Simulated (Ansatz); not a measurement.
# k/cubic: the cell at several levels of theory

Aim: relax k/cubic, cubic fluorite host with PBE, r2SCAN and PBEsol and see how far the functionals disagree on the cell. This is a trial cell built on a prototype, not taken from a measured structure, and it needn't be the compound's ground state.

Program: Ansatz 0.2.0. PAW datasets, plane waves, zero pressure. Values at 0 K without nuclear motion; spin polarisation is off, and the phase may be a hypothetical one.

## Step 1: The cell

This is the cell as the run starts from it, not yet at rest; its lengths are not the crystal's.

It is orthorhombic, Cmmm (No. 65); a = 7.044 Å, b = 9.961 Å, c = 3.522 Å in the conventional setting, 10.30 Å³ an atom. Near Ti stand 8 O at 2.16 Å; near O stand 4 Hf at 2.16 Å; near O stand 2 Ti at 2.16 Å and 2 Hf at 2.16 Å; near Hf stand 8 O at 2.16 Å; near O stand 3 Hf at 2.16 Å and 1 Ti at 2.16 Å.

As a file:

```xyz
12
Lattice="3.5219 -4.9807 0.0000 3.5219 4.9807 0.0000 0.0000 0.0000 3.5219" Properties=species:S:1:pos:R:3 pbc="T T T"
Ti    0.0000    0.0000    0.0000
O     3.5219    1.2452    1.7609
O     3.5219    3.7355    1.7609
Hf    1.7609   -2.4903    1.7609
O     5.2828   -1.2452    0.0000
O     5.2828    1.2452    0.0000
Hf    1.7609    2.4903    1.7609
O     1.7609   -1.2452    0.0000
O     1.7609    1.2452    0.0000
Hf    3.5219    0.0000    0.0000
O     3.5219   -3.7355    1.7609
O     3.5219   -1.2452    1.7609
```

## Step 2: Relaxation with PBE

File input.yaml:

```yaml
crystal:
  lattice:
    - [3.52188247, -4.98069396, 0.0]
    - [3.52188247, 4.98069396, 0.0]
    - [0.0, 0.0, 3.52188247]
  atoms:
    - { symbol: Ti, position: [0.0, 0.0, 0.0] }
    - { symbol: O, position: [0.375, 0.625, 0.5] }
    - { symbol: O, position: [0.125, 0.875, 0.5] }
    - { symbol: Hf, position: [0.5, 0.0, 0.5] }
    - { symbol: O, position: [0.875, 0.625, 0.0] }
    - { symbol: O, position: [0.625, 0.875, 0.0] }
    - { symbol: Hf, position: [0.0, 0.5, 0.5] }
    - { symbol: O, position: [0.375, 0.125, 0.0] }
    - { symbol: O, position: [0.125, 0.375, 0.0] }
    - { symbol: Hf, position: [0.5, 0.5, 0.0] }
    - { symbol: O, position: [0.875, 0.125, 0.5] }
    - { symbol: O, position: [0.625, 0.375, 0.5] }
kpoints:
  mp_grid: { grid: [4, 4, 6] }
hamiltonian:
  xc: pbe
scf:
  occupations: { method: fermi_dirac, width: 0.02 }
relax:
  f_tol: 0.005
  cell: {}
```

After this run come: Relaxing with r2SCAN; Relaxation with PBEsol.

Before running it: what results should come out? Wanted: for each run, a; b; c; volume; space group; SCF geometries.

The runs gave:

```
 level  a (Å)   b (Å)  c (Å)  volume (Å³/atom)  space group  SCF geometries
   PBE  7.106  10.074  3.570            10.649         Cmmm               8
r2SCAN  7.052   9.996  3.543            10.406         Cmmm               5
PBEsol  7.029   9.966  3.532            10.311         Cmmm               8
```

**Reading.** From the start to the first minimum the volume moved by +3.4 %. PBEsol gives the smallest cell and PBE the largest; they differ by 3.3 % in volume, a mean of 1.1 % in length.
